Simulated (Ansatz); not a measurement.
Relaxed GeTe (alpha-GeTe type, space group R3m):

```xyz
4
Lattice="4.2266 2.4402 7.2798 -2.1133 1.2201 3.6399 0.0000 -2.4402 3.6399" Properties=species:S:1:pos:R:3 pbc="T T T"
Ge     0.0000     0.0000     2.5578
Ge     2.1133     1.2201     6.1977
Te     0.0000     0.0000     8.3620
Te     2.1133     1.2201    12.0019
```

The atoms are displaced by Q × the pattern below (from a DFPT mode at L = (0.5, 0.0, 0.0), largest move 1; Q in Å), at fixed cell. (q is in reciprocal vectors of the primitive cell; the cell shown is doubled to hold the pattern.)

```tsv
atom	x	y	z
Ge1	0.796	0.459	0.395
Ge2	-0.796	-0.459	-0.395
Te3	0.070	0.040	0.320
Te4	-0.070	-0.040	-0.320
```

Calculation: PBE (plane waves to 420 eV, PAW, scalar-relativistic; Ansatz, an electronic-structure program). k mesh 5×10×10 (Γ-centred), Fermi-Dirac smearing 0.05 eV. Energies are smeared free energies. GeTe was relaxed with its symmetry unable to fall. Spin-orbit coupling is left out, though Te is heavy. The zero of ΔE is the undisplaced structure.

| Q (Å) | ΔE (eV/cell) |
|---|---|
| -0.280 | 0.696 |
| -0.187 | 0.314 |
| -0.093 | 0.079 |
| 0.000 | 0.000 |
| 0.093 | 0.079 |
| 0.187 | 0.314 |
| 0.280 | 0.696 |

Which DFPT wavenumber at L = (0.5, 0.0, 0.0) belongs to this mode?
(A) 73 cm⁻¹
(B) 132 cm⁻¹
(C) 169 cm⁻¹

C, 169 cm⁻¹. The curvature of the scan gives 169 cm⁻¹

(For displaced atoms, the force is minus the slope of the energy, and its curvature is a force constant, which sets phonon frequencies.)
